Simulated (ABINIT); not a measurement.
# MgO2 (R-3m) in ABINIT: equation of state

Aim: energy against volume of MgO2 in PBEsol, for its equilibrium volume and stiffness.

Program: ABINIT 10.8.3 (patched build). These are calculated values, not measurements. Logs are shortened: lines on timing, memory, paths and dates and some standing lists are left out, and cuts for length are marked. The log counts tension as positive stress, the text compression.

**1. The structure**

The structure is trigonal, space group R-3m (No. 166). Conventional cell: a = 3.210 Å, b = 3.210 Å, c = 10.482 Å, α = 90.00°, β = 90.00°, γ = 120.00°. Mg (site symmetry -3m) has 6 O at 2.11 Å as nearest neighbours. Around O (site symmetry 3m) lie 1 O at 1.49 Å.

The cell comes from a database or a generator and needn't be the stable form of this composition.

**2. Equation of state, PBEsol**

run.abi reads:

```
ndtset 7
getwfk -1
scalecart1 3*0.9795861087
scalecart2 3*0.9864848297
scalecart3 3*0.9932883884
scalecart4 3*1.0000000000
scalecart5 3*1.0066227096
scalecart6 3*1.0131594038
scalecart7 3*1.0196128224

pp_dirpath "./"
pseudos "Mg.upf, O.upf"

acell 3*1.0
rprim
     3.0325588157     1.7508486486     6.6026631588
    -3.0325588157     1.7508486486     6.6026631588
     0.0000000000    -3.5016972973     6.6026631588
ntypat 2
znucl 12 8
natom 3
typat 1 2 2
xred
     0.0000000000     0.0000000000     0.0000000000
     0.5712140000     0.5712140000     0.5712140000
     0.4287860000     0.4287860000     0.4287860000

ecut 42.0

kptopt 1
ngkpt 10 10 10
nshiftk 1
shiftk 0.0 0.0 0.0

ixc -116133

nband 15
occopt 3
tsmear 0.05 eV

nstep 100
tolvrs 1.0e-10

iomode 3
prtwf 1
prtden 0
prteig 0
prtebands 0
```

Potentials or basis: PseudoDojo NC SR PBEsol v0.4.1 standard.

On the command line:

```sh
$ abinit run.abi > log 2>&1
```

run.abo:

```text
.Version 10.8.3 of ABINIT
 DATASET    1 : space group R-3 m (#166); Bravais hR (rhombohedral)
================================================================================
 Values of the parameters that define the memory need for DATASET  1.
     intxc =       0    ionmov =       0      iscf =       7    lmnmax =       5
     lnmax =       5     mgfft =      45  mpssoang =       3    mqgrid =    3001
     natom =       3  nloc_mem =       1    nspden =       1   nspinor =       1
    nsppol =       1      nsym =      12    n1xccc =    2501    ntypat =       2
    occopt =       3   xclevel =       2
       mpw =        2591          nfft =       91125          nkpt =         116
================================================================================
================================================================================
[... 61 lines left out ...]
 DATASET    7 : space group R-3 m (#166); Bravais hR (rhombohedral)
================================================================================
 Values of the parameters that define the memory need for DATASET  7.
     intxc =       0    ionmov =       0      iscf =       7    lmnmax =       5
     lnmax =       5     mgfft =      48  mpssoang =       3    mqgrid =    3001
     natom =       3  nloc_mem =       1    nspden =       1   nspinor =       1
    nsppol =       1      nsym =      12    n1xccc =    2501    ntypat =       2
    occopt =       3   xclevel =       2
       mpw =        2920          nfft =      110592          nkpt =         116
================================================================================
================================================================================

--------------------------------------------------------------------------------
------------- Echo of variables that govern the present computation ------------
--------------------------------------------------------------------------------
 -outvars: echo values of preprocessed input variables --------
            acell      1.0000000000E+00  1.0000000000E+00  1.0000000000E+00 Bohr
              amu      2.43050000E+01  1.59994000E+01
             ecut      4.20000000E+01 Hartree
           getwfk          -1
                       outvar_i_n : Printing only first  50 k-points.
              ixc     -116133
           jdtset        1    2    3    4    5    6    7
                       outvar_i_n : Printing only first  50 k-points.
         kptrlatt       10    0    0      0   10    0      0    0   10
          kptrlen1     5.94130498E+01
          kptrlen2     5.98314653E+01
          kptrlen3     6.02441092E+01
          kptrlen4     6.06511763E+01
          kptrlen5     6.10528514E+01
          kptrlen6     6.14493096E+01
          kptrlen7     6.18407171E+01
            natom           3
            nband          15
           ndtset           7
            ngfft1         45      45      45
            ngfft2         45      45      45
            ngfft3         45      45      45
            ngfft4         45      45      45
            ngfft5         45      45      45
            ngfft6         48      48      48
            ngfft7         48      48      48
             nkpt         116
            nstep         100
             nsym          12
           ntypat           2
                       prtocc : prtvol=0, do not print more k-points.
           occopt           3
           prtden           0
        prtebands           0
           prteig           0
            rprim1     2.9706524897E+00  1.7151070146E+00  6.4678771108E+00
                      -2.9706524897E+00  1.7151070146E+00  6.4678771108E+00
                       0.0000000000E+00 -3.4302140293E+00  6.4678771108E+00
            rprim2     2.9915732669E+00  1.7271856309E+00  6.5134270418E+00
                      -2.9915732669E+00  1.7271856309E+00  6.5134270418E+00
                       0.0000000000E+00 -3.4543712620E+00  6.5134270418E+00
            rprim3     3.0122054588E+00  1.7390976325E+00  6.5583486482E+00
                      -3.0122054588E+00  1.7390976325E+00  6.5583486482E+00
                       0.0000000000E+00 -3.4781952651E+00  6.5583486482E+00
            rprim4     3.0325588157E+00  1.7508486486E+00  6.6026631588E+00
                      -3.0325588157E+00  1.7508486486E+00  6.6026631588E+00
                       0.0000000000E+00 -3.5016972973E+00  6.6026631588E+00
            rprim5     3.0526425721E+00  1.7624440108E+00  6.6463906795E+00
                      -3.0526425721E+00  1.7624440108E+00  6.6463906795E+00
                       0.0000000000E+00 -3.5248880216E+00  6.6463906795E+00
            rprim6     3.0724654817E+00  1.7738887730E+00  6.6895502695E+00
                      -3.0724654817E+00  1.7738887730E+00  6.6895502695E+00
                       0.0000000000E+00 -3.5477775460E+00  6.6895502695E+00
            rprim7     3.0920358532E+00  1.7851877322E+00  6.7321600187E+00
                      -3.0920358532E+00  1.7851877322E+00  6.7321600187E+00
                       0.0000000000E+00 -3.5703754645E+00  6.7321600187E+00
          spgroup         166
           tolvrs      1.00000000E-10
           tsmear      1.83746611E-03 Hartree
            typat      1  2  2
                       outvars : Printing only first  50 k-points.
           xangst1     0.0000000000E+00  0.0000000000E+00  0.0000000000E+00
                      -5.8527347307E-17 -2.9610316856E-11  5.8652022195E+00
                       1.4579096575E-16 -2.2227004128E-11  4.4027572834E+00
           xangst2     0.0000000000E+00  0.0000000000E+00  0.0000000000E+00
                       1.6371571906E-16 -2.9818869619E-11  5.9065078213E+00
                      -1.3409294562E-16 -2.2383643592E-11  4.4337636379E+00
           xangst3     0.0000000000E+00  0.0000000000E+00  0.0000000000E+00
                       1.8979417176E-16 -3.0024239129E-11  5.9472436455E+00
                      -4.1842376242E-17 -2.2538030618E-11  4.4643422847E+00
           xangst4     0.0000000000E+00  0.0000000000E+00  0.0000000000E+00
                      -4.3824844125E-17 -3.0227332976E-11  5.9874289431E+00
                      -1.3012782400E-17 -2.2690363182E-11  4.4945076745E+00
           xangst5     0.0000000000E+00  0.0000000000E+00  0.0000000000E+00
                      -3.8223629016E-17 -3.0427812581E-11  6.0270819462E+00
                       1.0394780841E-17 -2.2840611303E-11  4.5242734936E+00
           xangst6     0.0000000000E+00  0.0000000000E+00  0.0000000000E+00
                       5.2301154972E-17 -3.0625247683E-11  6.0662199383E+00
[... 10 lines left out ...]
            xcart3     0.0000000000E+00  0.0000000000E+00  0.0000000000E+00
                       3.5865900491E-16 -5.6737589092E-11  1.1238661694E+01
                      -7.9070631554E-17 -4.2590705286E-11  8.4363842503E+00
            xcart4     0.0000000000E+00  0.0000000000E+00  0.0000000000E+00
                      -8.2816952907E-17 -5.7121380841E-11  1.1314600901E+01
                      -2.4590594871E-17 -4.2878572111E-11  8.4933885756E+00
            xcart5     0.0000000000E+00  0.0000000000E+00  0.0000000000E+00
                      -7.2232190379E-17 -5.7500232388E-11  1.1389534217E+01
                       1.9643288928E-17 -4.3162499910E-11  8.5496378217E+00
            xcart6     0.0000000000E+00  0.0000000000E+00  0.0000000000E+00
                       9.8834858965E-17 -5.7873330659E-11  1.1463494303E+01
                      -2.1790244606E-16 -4.3442786195E-11  8.6051565055E+00
            xcart7     0.0000000000E+00  0.0000000000E+00  0.0000000000E+00
                       1.6889306649E-17 -5.8242069644E-11  1.1536512159E+01
                      -1.6889306649E-17 -4.3719702715E-11  8.6599678973E+00
             xred      0.0000000000E+00  0.0000000000E+00  0.0000000000E+00
                       5.7121400000E-01  5.7121400000E-01  5.7121400000E-01
                       4.2878600000E-01  4.2878600000E-01  4.2878600000E-01
            znucl       12.00000    8.00000

================================================================================

 chkinp: Checking input parameters for consistency, jdtset=   1.

 chkinp: Checking input parameters for consistency, jdtset=   2.
[... 29 lines left out ...]
 getcut: wavevector=  0.0000  0.0000  0.0000  ngfft=  45  45  45
         ecut(hartree)=     42.000   => boxcut(ratio)=   2.06040

--- Pseudopotential description ------------------------------------------------
- pspini: atom type   1  psp file is ./Mg.upf
12 -116133 1 -1 1510                          pspcod,pspxc,lmax,lloc,mmax
     nproj     2     2     0

- pspini: atom type   2  psp file is ./O.upf
12 -116133 2 -1 936                           pspcod,pspxc,lmax,lloc,mmax
     nproj     2     2     1

   4.76090348E+02                                ecore*ucvol(ha*bohr**3)
--------------------------------------------------------------------------------

================================================================================

--- !BeginCycle
iteration_state: {dtset: 1, }
solver: {iscf: 7, nstep: 100, nline: 4, wfoptalg: 0, }
tolerances: {tolvrs: 1.00E-10, }
...
[... 1064 lines left out ...]
-Cartesian components of stress tensor (GPa)         [Pressure= -1.1028E+01 GPa]
- sigma(1 1)=  8.61700746E+00  sigma(3 2)=  1.46597652E-09
- sigma(2 2)=  8.61700744E+00  sigma(3 1)=  0.00000000E+00
- sigma(3 3)=  1.58488318E+01  sigma(2 1)=  0.00000000E+00

== END DATASET(S) ==============================================================
================================================================================

 -outvars: echo values of variables after computation  --------
            acell      1.0000000000E+00  1.0000000000E+00  1.0000000000E+00 Bohr
           etotal1    -9.2295377630E+01
           etotal2    -9.2295660318E+01
           etotal3    -9.2295521178E+01
           etotal4    -9.2295003024E+01
           etotal5    -9.2294144446E+01
           etotal6    -9.2292979269E+01
           etotal7    -9.2291539605E+01
            fcart1    -0.0000000000E+00 -0.0000000000E+00 -0.0000000000E+00
                       2.9265730803E-20 -1.0727404713E-20 -6.3983312487E-04
                      -2.9265730803E-20  1.0727404713E-20  6.3983312487E-04
            fcart2    -0.0000000000E+00 -0.0000000000E+00 -0.0000000000E+00
                      -1.0013992907E-19 -2.1404471773E-19 -2.5976346891E-03
                       1.0013992907E-19  2.1404471773E-19  2.5976346891E-03
            fcart3    -0.0000000000E+00 -4.4332658335E-19 -0.0000000000E+00
                      -9.9051650746E-19  3.3394248671E-19 -4.4230735861E-03
                       9.9051650746E-19  1.0938409664E-19  4.4230735861E-03
            fcart4    -0.0000000000E+00 -0.0000000000E+00 -0.0000000000E+00
[... 52 lines left out ...]
           xangst3     0.0000000000E+00  0.0000000000E+00  0.0000000000E+00
                       1.8979417176E-16 -3.0024239129E-11  5.9472436455E+00
                      -4.1842376242E-17 -2.2538030618E-11  4.4643422847E+00
           xangst4     0.0000000000E+00  0.0000000000E+00  0.0000000000E+00
                      -4.3824844125E-17 -3.0227332976E-11  5.9874289431E+00
                      -1.3012782400E-17 -2.2690363182E-11  4.4945076745E+00
           xangst5     0.0000000000E+00  0.0000000000E+00  0.0000000000E+00
                      -3.8223629016E-17 -3.0427812581E-11  6.0270819462E+00
                       1.0394780841E-17 -2.2840611303E-11  4.5242734936E+00
           xangst6     0.0000000000E+00  0.0000000000E+00  0.0000000000E+00
                       5.2301154972E-17 -3.0625247683E-11  6.0662199383E+00
                      -1.1530900857E-16 -2.2988932417E-11  4.5536527159E+00
           xangst7     0.0000000000E+00  0.0000000000E+00  0.0000000000E+00
                       8.9374361805E-18 -3.0820375950E-11  6.1048593236E+00
                      -8.9374361805E-18 -2.3135470328E-11  4.5826576553E+00
             xred      0.0000000000E+00  0.0000000000E+00  0.0000000000E+00
                       5.7121400000E-01  5.7121400000E-01  5.7121400000E-01
                       4.2878600000E-01  4.2878600000E-01  4.2878600000E-01
 Calculation completed.
```

Wall time 22 min (1 thread of Arm Neoverse V1, shared host); peak memory 0.2 GiB.

Results:

```
Equilibrium volume                        : 10.01 Å³/atom
Bulk modulus at fixed shape and positions : 140 GPa
Pressure derivative of the bulk modulus   : 4.2
```

Energy against volume, from the lowest point:
```csv
volume (Å³/atom),energy (meV/atom)
9.766,2.56
9.974,0.00
10.182,1.26
10.390,5.96
10.598,13.75
10.805,24.32
11.013,37.38
```

Caveat: pressures at fixed basis lie under the slope of the energies; the cell was scaled at fixed shape and fractional positions, which overstates the stiffness of a crystal with free parameters, most of all of layers and chains.
